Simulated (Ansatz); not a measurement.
The system is ZnO (zincite).

```xyz
4
Lattice="3.2493 0.0000 0.0000 -1.6247 2.8140 0.0000 0.0000 0.0000 5.2057" Properties=species:S:1:pos:R:3 pbc="T T T"
Zn    1.6247    0.9380    0.0000
Zn    0.0000    1.8760    2.6029
O     0.0000    1.8760    4.5759
O     1.6247    0.9380    1.9730
```

| Property | Result |
| --- | --- |
| Program | Ansatz 0.2.0 |
| Task | relaxation of cell and atoms |
| Functional | BLYP |
| Dispersion | D4 |
| Potentials or basis | Ansatz PAW |
| Cutoff | 420 eV (not typed: the program's choice for these potentials) |
| k mesh | 9 × 9 × 5 |
| Occupations | fermi-dirac, width 0.05 eV |
| Spin | no spin polarisation |

At the start: volume 11.90 Å³/atom.

Q: Where does the relaxation end?

A: It ends after 8 steps and the volume is 12.13 Å³/atom (+1.9 %); space group P6_3mc (No. 186, to 0.05 Å).

Step by step:
```tsv
step	energy change (eV)	largest force (eV/Å)	volume (Å³)
1	0.0000	0.0617	47.60
2	-0.0045	0.0336	48.06
3	-0.0042	0.0129	48.44
4	-0.0043	0.0026	48.45
5	-0.0042	0.0002	48.46
6	-0.0093	0.0006	48.46
7	-0.0090	0.0002	48.51
8	-0.0092	0.0002	48.51
```

Final structure:
```yaml
crystal:
  lattice:
    - [3.25755, 0.00000, 0.00000]
    - [-1.62877, 2.82112, 0.00000]
    - [0.00000, 0.00000, 5.27868]
  atoms:
    - { symbol: Zn, position: [0.66667, 0.33333, 0.00061] }
    - { symbol: Zn, position: [0.33333, 0.66667, 0.50061] }
    - { symbol: O, position: [0.33333, 0.66667, 0.87840] }
    - { symbol: O, position: [0.66667, 0.33333, 0.37840] }
```

Caveat: the plane-wave basis is chosen anew once the cell has moved, so the energies of steps on either side of that aren't comparable; the pressure holds a Pulay correction of +0.9 GPa for the finite cutoff; the PAW data sets come from PBE, with cores solved anew for the run's functional, which leaves a small shift of forces and pressure.
